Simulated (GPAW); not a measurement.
# Si (Fd-3m) in GPAW: further runs

The runs below take Si through band structure, with SCAN, PBE.

Program: GPAW 26.7.0. These are calculated values, not measurements. Logs are shortened: lines on timing, memory, paths and dates and some standing lists are left out, and cuts for length are marked. The log counts tension as positive stress, the text compression.

## (1) The crystal as given

Symmetry: Fd-3m, No. 227, cubic system. The conventional cell has a = 5.444 Å, b = 5.444 Å, c = 5.444 Å, α = 90.00°, β = 90.00°, γ = 90.00°. Si (site symmetry -43m) has 4 Si at 2.36 Å as nearest neighbours.

## (2) Band structure, SCAN

run.py

```python
from ase.dft.bandgap import bandgap
from ase.io import read, write
from ase.units import GPa
from gpaw import GPAW, PW

atoms = read('POSCAR')

calc = GPAW(mode=PW(600),
            xc='MGGA_X_SCAN+MGGA_C_SCAN',
            kpts={'size': (8, 8, 8), 'gamma': True},
            occupations={'name': 'fermi-dirac', 'width': 0.05},
            nbands=11,
            convergence={'density': 1e-05, 'energy': 1e-05},
            maxiter=150,
            txt='gpaw.txt')
atoms.calc = calc
energy = atoms.get_potential_energy()
forces = atoms.get_forces()
stress = atoms.get_stress()
calc.write('gs.gpw')
write('result.traj', atoms)
print(f'Energy: {energy:.6f} eV')
print('Forces (eV/A):')
print(forces.round(4))
print('Stress (GPa):', (stress / GPa).round(3))
print('Fermi level:', round(calc.get_fermi_level(), 4), 'eV')
print(f'Gap: {bandgap(calc)[0]:.4f} eV, direct: {bandgap(calc, direct=True)[0]:.4f} eV')

path = atoms.cell.bandpath('GXWKGLUWLK,UX', npoints=60, eps=1e-4)
bs_calc = calc.fixed_density(kpts=path, symmetry='off', nbands=21,
                             convergence={'bands': 'CBM+6.0', 'eigenstates': 1e-6}, txt='bands.txt')
bs = bs_calc.band_structure()
bs.write('bs.json')
print(f'Gap on the path: {bandgap(bs_calc)[0]:.4f} eV')
```

POSCAR

```
Si
1.0
    0.0000000000      2.7218511865      2.7218511865
    2.7218511865      0.0000000000      2.7218511865
    2.7218511865      2.7218511865      0.0000000000
Si
2
Direct
    0.5000000000      0.5000000000      0.5000000000
    0.7500000000      0.7500000000      0.7500000000
```

Potentials or basis: GPAW PAW data sets (gpaw-data 1.2.1), pw.

On the command line:

```sh
> OMP_NUM_THREADS=1 python run.py
```

gpaw.txt:

```text
__  _  _
 | _ |_)|_||  |
 |__||  | ||/\| - 26.7.0

Input parameters:
  mode=PW(ecut=600.0),
  convergence={'density': 1e-05, 'energy': 1e-05},
  kpts=MonkhorstPack(size=(8, 8, 8), gamma=True),
  maxiter=150,
  nbands=11,
  occupations=Occupations(name='fermi-dirac', width=0.05),
  xc=XC(name='MGGA_X_SCAN+MGGA_C_SCAN')

Diagonalizing LCAO Hamiltonian
Converting LCAO to pw mode

           Si

       Si

Atoms  # Å, Bohr magnetons
|   | symbol |        x |        y |        z |    initial magnetic moments |
|---|--------|----------|----------|----------|-----------------------------|
| 0 |     Si | 2.721851 | 2.721851 | 2.721851 | ( 0.0000,  0.0000,  0.0000) |
| 1 |     Si | 4.082777 | 4.082777 | 4.082777 | ( 0.0000,  0.0000,  0.0000) |

Unit cell  # Å
| periodic |        x |        y |        z |  lengths |    angles |
|----------|----------|----------|----------|----------|-----------|
|      yes | 0.000000 | 2.721851 | 2.721851 | 3.849279 | 60.000000 |
|      yes | 2.721851 | 0.000000 | 2.721851 | 3.849279 | 60.000000 |
|      yes | 2.721851 | 2.721851 | 0.000000 | 3.849279 | 60.000000 |

Number of symmetries: 24
Symmetry operations  # r_c * U_cc + t_c -> r_c
|    | kind |            matrix            |
|----|------|------------------------------|
|  0 |  E   |  1, 0, 0,  0, 1, 0,  0, 0, 1 |
|  1 |  σ   |  1, 0, 0,  0, 0, 1,  0, 1, 0 |
|  2 |  σ   |  1, 0,-1,  0, 1,-1,  0, 0,-1 |
|  3 |  C3  |  1, 0,-1,  0, 0,-1,  0, 1,-1 |
|  4 |  C3  |  1,-1, 0,  0,-1, 1,  0,-1, 0 |
|  5 |  σ   |  1,-1, 0,  0,-1, 0,  0,-1, 1 |
|  6 |  σ   |  0, 1, 0,  1, 0, 0,  0, 0, 1 |
|  7 |  C3  |  0, 1, 0,  0, 0, 1,  1, 0, 0 |
|  8 |  C2  |  0, 1,-1,  1, 0,-1,  0, 0,-1 |
|  9 |  S4  |  0, 1,-1,  0, 0,-1,  1, 0,-1 |
| 10 |  C3  |  0, 0, 1,  1, 0, 0,  0, 1, 0 |
| 11 |  σ   |  0, 0, 1,  0, 1, 0,  1, 0, 0 |
| 12 |  S4  |  0, 0,-1,  1, 0,-1,  0, 1,-1 |
| 13 |  C3  |  0, 0,-1,  0, 1,-1,  1, 0,-1 |
| 14 |  S4  |  0,-1, 1,  1,-1, 0,  0,-1, 0 |
| 15 |  C2  |  0,-1, 1,  0,-1, 0,  1,-1, 0 |
| 16 |  C3  |  0,-1, 0,  1,-1, 0,  0,-1, 1 |
| 17 |  S4  |  0,-1, 0,  0,-1, 1,  1,-1, 0 |
| 18 |  S4  | -1, 1, 0, -1, 0, 1, -1, 0, 0 |
| 19 |  C3  | -1, 1, 0, -1, 0, 0, -1, 0, 1 |
| 20 |  C3  | -1, 0, 1, -1, 1, 0, -1, 0, 0 |
| 21 |  S4  | -1, 0, 1, -1, 0, 0, -1, 1, 0 |
| 22 |  σ   | -1, 0, 0, -1, 1, 0, -1, 0, 1 |
| 23 |  C2  | -1, 0, 0, -1, 0, 1, -1, 1, 0 |

BZ-sampling:
  Number of BZ points: 512
  Number of IBZ points: 29

  Monkhorst-Pack size: [8, 8, 8]
  Monkhorst-Pack shift: [0.0625, 0.0625, 0.0625]

K-points  # in reciprocal-cell coordinates
|     |                                coordinates |     weight |
|-----|--------------------------------------------|------------|
|   0 | (  0.00000000,   0.00000000,   0.00000000) | 0.00195312 |
|   1 | (  0.12500000,   0.12500000,   0.00000000) | 0.01171875 |
|   2 | (  0.12500000,   0.12500000,   0.12500000) | 0.01562500 |
|   3 | (  0.25000000,   0.12500000,   0.12500000) | 0.02343750 |
|   4 | (  0.25000000,   0.25000000,   0.00000000) | 0.01171875 |
|   5 | (  0.25000000,   0.25000000,   0.12500000) | 0.04687500 |
|   6 | (  0.25000000,   0.25000000,   0.25000000) | 0.01562500 |
|   7 | (  0.37500000,   0.25000000,  -0.37500000) | 0.04687500 |
|   8 | (  0.37500000,   0.25000000,   0.12500000) | 0.04687500 |
|   9 | (  0.37500000,   0.25000000,   0.25000000) | 0.04687500 |
| ... |                                            |            |
|  28 | (  0.50000000,   0.50000000,   0.50000000) | 0.00781250 |

Plane wave coefficients: 1365
Cutoff: 600.0 eV

Spin-components: 1 (collinear spins)
Bands:           11
Projectors:      10
Spin-degeneracy: 2
Datatype:        complex128

Parallelization:
  kpt:    1
  domain: 1
  band:   1

Density:
  Valence electrons: 8.0
  Components: 1
  Grid points: [24 24 24]
  Charge: 0.0  # |e|

Potential:
  Grid points: [24 24 24]

species:
  Si:
    name:    Silicon
    Z:       14.0
    valence: 4
    core:    10
    charge:  0.0  # [|e|]
    compensation charges:
      type: gauss
      rc: 0.33  # [Å]
      lmax: 2
    cutoffs:
      filter: 1.86  # [Å]
      core: 2.06  # [Å]
    projectors
    | kind |    occ | energy [eV] | rcut [Å] |
    |------|--------|-------------|----------|
    |   3s |  2.000 |     -10.812 |    1.058 |
    |   3p |  2.000 |      -4.081 |    1.058 |
    |    s |        |      16.399 |    1.058 |
    |    p |        |      23.130 |    1.058 |
    |    d |        |       0.000 |    1.058 |

    Using partial waves for Si as LCAO basis

Reference energy: -15772.688500  # eV

eigensolver:
  PPCG
  Converge bands: occupied
  niter=2

density mixing:
  MSR1-Mixer
  Pratt-step length: 0.05
  Maximum mixing coefficient: 0.75
  Old densities: 10
  SVD Regularization: 0.005
  Good broyden scale: 1.0
  Trust region scale: 1.0
  Backstep threshold: 4.0
  History deletion threshold: 6.0
  Fourier metric: weight=20.0, sigma=0.015

occupation numbers:
  Fermi-Dirac:
    width: 0.0500  # eV

poisson solver:
  ecut: 4800.0  # eV

xc functional:
  name: MGGA_X_SCAN+MGGA_C_SCAN with 2 nearest neighbor stencil

convergence criteria:
[... 6 lines left out ...]
|iter     | |      energy | eigst |  dens |
|---------|-|-------------|-------|-------|
|iter:   1| |  -20.784923 | -0.09 |       |
|iter:   2| |  -19.672835 | -1.58 | -0.82 |
|iter:   3| |  -19.804873 | -1.60 | -0.82 |
|iter:   4| |  -19.795569 | -2.60 | -1.22 |
|iter:   5| |  -19.795762 | -3.78 | -2.13 |
|iter:   6| |  -19.795631 | -4.91 | -2.58 |
|iter:   7| |  -19.795622 | -6.07 | -3.23 |
|iter:   8| |  -19.795621c| -7.31 | -3.80 |
|iter:   9| |  -19.795621c| -8.38c| -4.53 |
|iter:  10| |  -19.795621c| -9.12c| -4.74 |
|iter:  11| |  -19.795621c| -8.56c| -6.08c|

Converged in 11 steps
Energy contributions relative to reference atoms: (reference = -15772.688500)

Energy contributions:
  Kinetic:          10.114968
  Coulomb:          -8.471091
  Zero:             -0.072519
  External:          0.000000
  Xc:              -21.366978
  Entropy:          -0.000003
  Spinorbit:         0.000000
  ----------------------------
  Free energy:     -19.795622
  Extrapolated:    -19.795621

dipole moment: (3.557713, 3.557713, 3.557713)  # |e|*Ang

Fermi level: 5.502
Eigenvalues  # (at kpt = [0.000, 0.000, 0.000])
| band index |      eig [eV] | occ [0-2] |
|------------|---------------|-----------|
|          0 |        -7.272 |     2.000 |
|          1 |         5.085 |     2.000 |
|          2 |         5.085 |     2.000 |
|          3 |         5.085 |     2.000 |
|          4 |         7.937 |     0.000 |
|          5 |         7.937 |     0.000 |
|          6 |         7.937 |     0.000 |
|          7 |         9.037 |     0.000 |
|          8 |        13.292 |     0.000 |
|          9 |        13.292 |     0.000 |
|         10 |        13.653 |     0.000 |

Gap: 0.874 eV
Transition (v -> c):
  (s=0, k=0, n=3, [0.00, 0.00, 0.00]) -> (s=0, k=12, n=4, [0.38, 0.38, 0.00])
Direct/indirect transitions are different
Direct gap: 2.852 eV
Transition at: (s=0, k=0, n=3, [0.00, 0.00, 0.00])

Forces  # eV/Ang
|        x |       y |        z |
|----------|---------|----------|
| -0.00000 | 0.00000 | -0.00000 |  # Si   0
|  0.00000 | 0.00000 |  0.00000 |  # Si   1

Stress tensor  # eV/Ang^3
|         x |         y |         z |
|-----------|-----------|-----------|
|  0.003378 | -0.000000 | -0.000000 |
| -0.000000 |  0.003378 |  0.000000 |
| -0.000000 |  0.000000 |  0.003378 |

# Writing to gs.gpw (mode='')
```

Run time: 88 s. Hardware: 1 thread of Arm Neoverse V1, shared host; peak memory 0.23 GiB.

What came out:

- Free energy: -19.7956 eV
- Pressure: -0.5 GPa
- Band gap on the k mesh: 0.87 eV, indirect (least direct gap 2.85 eV)
- Band gap along the path: 0.84 eV, indirect (least direct gap 2.85 eV)

Levels at the corners of the path, in eV from the valence-band top:
| point | band 1 | band 2 | band 3 | band 4 | band 5 | band 6 | band 7 | band 8 |
| --- | --- | --- | --- | --- | --- | --- | --- | --- |
| Γ | -12.36 | 0.00 | 0.00 | 0.00 | 2.85 | 2.85 | 2.85 | 3.95 |
| X | -8.05 | -8.05 | -2.93 | -2.93 | 0.98 | 0.98 | 10.84 | 10.84 |
| W | -7.88 | -7.88 | -3.92 | -3.92 | 4.59 | 4.59 | 5.47 | 5.47 |
| K | -8.48 | -7.43 | -4.38 | -2.48 | 1.49 | 4.48 | 8.02 | 8.51 |
| Γ | -12.36 | 0.00 | 0.00 | 0.00 | 2.85 | 2.85 | 2.85 | 3.95 |
| L | -9.94 | -7.15 | -1.23 | -1.23 | 1.89 | 3.67 | 3.67 | 8.28 |
| U | -8.48 | -7.43 | -4.38 | -2.48 | 1.49 | 4.48 | 8.02 | 8.51 |
| W | -7.88 | -7.88 | -3.92 | -3.92 | 4.59 | 4.59 | 5.47 | 5.47 |
| L | -9.94 | -7.15 | -1.23 | -1.23 | 1.89 | 3.67 | 3.67 | 8.28 |
| K | -8.48 | -7.43 | -4.38 | -2.48 | 1.49 | 4.48 | 8.02 | 8.51 |
| U | -8.48 | -7.43 | -4.38 | -2.48 | 1.49 | 4.48 | 8.02 | 8.51 |
| X | -8.05 | -8.05 | -2.93 | -2.93 | 0.98 | 0.98 | 10.84 | 10.84 |

Caveat: the PAW data sets were made with another functional, which shifts forces and pressure a little.

## (3) Band structure, PBE

run.py

```python
from ase.dft.bandgap import bandgap
from ase.io import read, write
from gpaw import GPAW

atoms = read('POSCAR')

calc = GPAW(mode='lcao',
            h=0.16,
            basis='dzp',
            xc='PBE',
            kpts={'size': (8, 8, 8), 'gamma': True},
            occupations={'name': 'fermi-dirac', 'width': 0.05},
            convergence={'density': 1e-05, 'energy': 1e-05},
            maxiter=150,
            txt='gpaw.txt')
atoms.calc = calc
energy = atoms.get_potential_energy()
forces = atoms.get_forces()
calc.write('gs.gpw')
write('result.traj', atoms)
print(f'Energy: {energy:.6f} eV')
print('Forces (eV/A):')
print(forces.round(4))
print('Fermi level:', round(calc.get_fermi_level(), 4), 'eV')
print(f'Gap: {bandgap(calc)[0]:.4f} eV, direct: {bandgap(calc, direct=True)[0]:.4f} eV')

path = atoms.cell.bandpath('GXWKGLUWLK,UX', npoints=80, eps=1e-4)
bs_calc = calc.fixed_density(kpts=path, symmetry='off', txt='bands.txt')
bs = bs_calc.band_structure()
bs.write('bs.json')
print(f'Gap on the path: {bandgap(bs_calc)[0]:.4f} eV')
```

POSCAR is that of step 2.

Potentials or basis: GPAW PAW data sets (gpaw-data 1.2.1), lcao:dzp.

On the command line:

```sh
> OMP_NUM_THREADS=1 python run.py
```

Run time: 99 s. Hardware: 1 thread of Arm Neoverse V1, shared host; peak memory 0.18 GiB.

It converged, with:

| Item | Value |
| --- | --- |
| Free energy | -10.5992 eV |
| Band gap on the k mesh | 0.69 eV, indirect (least direct gap 2.64 eV) |
| Band gap along the path | 0.65 eV, indirect (least direct gap 2.64 eV) |

Levels at the corners of the path, in eV from the valence-band top:
```
point  band 2  band 3  band 4  band 5  band 6  band 7
    Γ    0.00    0.00    0.00    2.64    2.64    2.64
    X   -7.83   -2.84   -2.84    0.80    0.80   10.12
    W   -7.67   -3.83   -3.83    4.49    4.49    5.10
    K   -7.24   -4.27   -2.42    1.29    4.30    7.62
    Γ    0.00    0.00    0.00    2.64    2.64    2.64
    L   -6.96   -1.20   -1.20    1.57    3.61    3.61
    U   -7.24   -4.27   -2.42    1.29    4.30    7.62
    W   -7.67   -3.83   -3.83    4.49    4.49    5.10
    L   -6.96   -1.20   -1.20    1.57    3.61    3.61
    K   -7.24   -4.27   -2.42    1.29    4.30    7.62
    U   -7.24   -4.27   -2.42    1.29    4.30    7.62
    X   -7.83   -2.84   -2.84    0.80    0.80   10.12
```

Caveat: the real-space grid adds noise to forces; the basis of atomic orbitals isn't converged, which shifts pressures, moduli and gaps.
